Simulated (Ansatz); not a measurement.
Al₂Ga₃N₅: competing structures

All numbers below come from Ansatz 0.2.0, DFT PBE, scalar-relativistic, plane waves, PAW. All cells share a 420 eV cutoff and Γ-centred k meshes spaced at most about 0.3 Å⁻¹ (2π included). No spin polarisation.

The zero of energy is the elements' standard structures at the same level (N₂ as a molecule); no fitted shifts are applied.

Temperature and zero-point effects are left out. Larger cells and other orderings weren't all tried, so the list isn't exhaustive. Kohn–Sham gaps at this level usually fall short of measured ones.

Invented guesses were relaxed alike, and ends that match in structure were merged. ΔE counts from the first row. Coordination counts N atoms around Al and Ga (those within 1.25 times the shortest such distance or 1.15 times the sum of covalent radii, 1.27 where that leaves under three). The ends were matched against large subsets of the Crystallography Open Database and the Materials Project, so a missing match doesn't prove that a structure is unreported.

| # | reached from | type and space group | atoms | Å³/atom | coordination | ΔE (meV/atom) | gap on mesh (eV) | in databases |
| --- | --- | --- | --- | --- | --- | --- | --- | --- |
| 1 | Al and Ga ordered on rock salt sites | R-3m (No. 166) | 10 | 9.2 | Al 6, Ga 6 | 0 | 1.43 | no match |
| 2 | Al and Ga ordered on rock salt sites | R-3m (No. 166) | 10 | 9.2 | Al 6, Ga 6 | 3 | 1.70 | no match |
| 3 | Al and Ga ordered on rock salt sites | I4/mmm (No. 139) | 10 | 9.2 | Al 6, Ga 6 | 12 | 1.23 | no match |

The lowest: Space group R-3m (No. 166), trigonal, a = 2.962 Å, c = 36.336 Å. Al has 6 N at 2.06–2.07 Å; Ga on a site of symmetry 3m has 6 N at 2.11–2.12 Å; around Ga on a site of symmetry -3m lie 6 N at 2.11 Å; N on a site of symmetry 3m is surrounded by 3 Al at 2.06 Å and 3 Ga at 2.12 Å; N on a site of symmetry -3m is surrounded by 6 Al at 2.07 Å; 1 more site not described. Its energy over the elements is −0.438 eV/atom. A negative formation energy is needed for stability but isn't enough: competing phases decide. An observed structure of this formula, if there is one, may be missing.

```xyz
10
Lattice="1.4808 0.8550 12.1119 -1.4808 0.8550 12.1119 0.0000 -1.7099 12.1119" Properties=species:S:1:pos:R:3 pbc="T T T"
Al    0.0000    0.0000   25.3941
Al    0.0000    0.0000   10.9414
Ga    0.0000    0.0000    3.5771
Ga    0.0000    0.0000   32.7585
Ga    0.0000    0.0000   18.1678
N     0.0000    0.0000   14.4292
N     0.0000    0.0000    0.0000
N     0.0000    0.0000   21.9064
N     0.0000    0.0000    7.2966
N     0.0000    0.0000   29.0390
```

The second: Space group R-3m (No. 166), trigonal, a = 2.963 Å, c = 36.317 Å. Al has 6 N at 2.06 Å; Ga on a site of symmetry -3m is surrounded by 6 N at 2.12 Å; around Ga on a site of symmetry 3m lie 6 N at 2.11–2.12 Å; N on a site of symmetry 3m has 3 Al at 2.06 Å and 3 Ga at 2.12 Å; 2 more sites not described. Counting N atoms around Al and Ga, the first and the second both have Al 6, Ga 6. Shaken at random and relaxed again, row 1 came back. Cells without such a test can be saddle points.

```yaml
crystal:
  lattice:
    - [1.48139, 0.85528, 12.10580]
    - [-1.48139, 0.85528, 12.10580]
    - [0.00000, -1.71057, 12.10580]
  atoms:
    - { symbol: Al, position: [0.39961, 0.39961, 0.39961] }
    - { symbol: Al, position: [0.60039, 0.60039, 0.60039] }
    - { symbol: Ga, position: [0.00000, 0.00000, 0.00000] }
    - { symbol: Ga, position: [0.79919, 0.79919, 0.79919] }
    - { symbol: Ga, position: [0.20081, 0.20081, 0.20081] }
    - { symbol: N, position: [0.29870, 0.29870, 0.29870] }
    - { symbol: N, position: [0.70130, 0.70130, 0.70130] }
    - { symbol: N, position: [0.09788, 0.09788, 0.09788] }
    - { symbol: N, position: [0.50000, 0.50000, 0.50000] }
    - { symbol: N, position: [0.90212, 0.90212, 0.90212] }
```

Some types were kept out of the candidates beforehand, so the set may lack a known form.
